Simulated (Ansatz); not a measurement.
# O (sc type): how the settings move a single-point run

Aim: see which settings change the result for O (sc type), by how much, and at what cost.

Computed with Ansatz 0.2.0 (reference: DFT, PBE, all-electron LAPW, scalar-relativistic, unless a step's input says otherwise).

## Step 1: The starting structure

It takes space group Pm-3m (No. 221, cubic). The conventional cell has a = 1.731 Å, b = 1.731 Å, c = 1.731 Å, α = 90.00°, β = 90.00°, γ = 90.00°. O (site symmetry m-3m) has 6 O at 1.73 Å as nearest neighbours.

Coordinates:

```
O
1.0
     1.73071    0.00000    0.00000
     0.00000    1.73071    0.00000
     0.00000    0.00000    1.73071
O
1
Direct
  0.00000 0.00000 0.00000
```

## Step 2: Reference

File input.yaml:

```yaml
crystal:
  lattice:
    - [1.7307055197, 0.0, 0.0]
    - [0.0, 1.7307055197, 0.0]
    - [0.0, 0.0, 1.7307055197]
  atoms:
    - { symbol: O, position: [0.0, 0.0, 0.0] }
kpoints:
  mp_grid: { grid: [18, 18, 18] }
scf:
  occupations: { method: fermi_dirac, width: 0.1 }
hamiltonian:
  xc: pbe
  pseudopotentials: { kind: all_electron, lapw: { basis_error: 0.001 } }
output:
  forces: true
  stress: true
  eigenvalues: true
  populations: true
```

Started as:

```bash
> ansatz run input.yaml --threads 1 --pin off --max-ram 2048MiB --backend cpu --events-out ev --progress --plain --runs-dir out
```

## Step 3: Changed: preconditioner ldos, mixing.algorithm msr1, mixing.beta 0.3, mixing.ndim 4

Changes to input.yaml since step 2:

```diff
@@ -11,2 +11,3 @@
   occupations: { method: fermi_dirac, width: 0.1 }
+  mixing: { preconditioner: ldos, algorithm: msr1, beta: 0.3, ndim: 4 }
 hamiltonian:
```

Before running it: what results should come out? Wanted: for each run, ending; energy change; pressure; gap; force.

As calculated:

```csv
run,ending,energy change,pressure (GPa),gap (eV),force (eV/Å),cycles,time
reference,converged,0,188.4,0.00,0.00,5,3.5 s
"1: preconditioner ldos, mixing.algorithm msr1, mixing.beta 0.3, mixing.ndim 4",converged,0.0 meV/atom,188.4,0.00,0.00,5,3.5 s
```

Residual by cycle in the longest SCF loop of each run; runs are numbered as in the table. The quantity is the density residual dr2, in eV.

```csv
cycle,reference,run 1
1,0.0608,0.0608
2,0.0095,0.0333
3,4.5e-4,3.2e-4
4,1.0e-7,1.6e-7
5,3.6e-9,2.3e-9
```

Energy and cycle count are those of the reference, so the change (mixing) left the result and the number of cycles as they were. Semilocal functionals close small gaps, so the missing gap need not be the real solid's. The structure is not at rest: the sound run finds 188 GPa, so these are no properties of the relaxed crystal. 
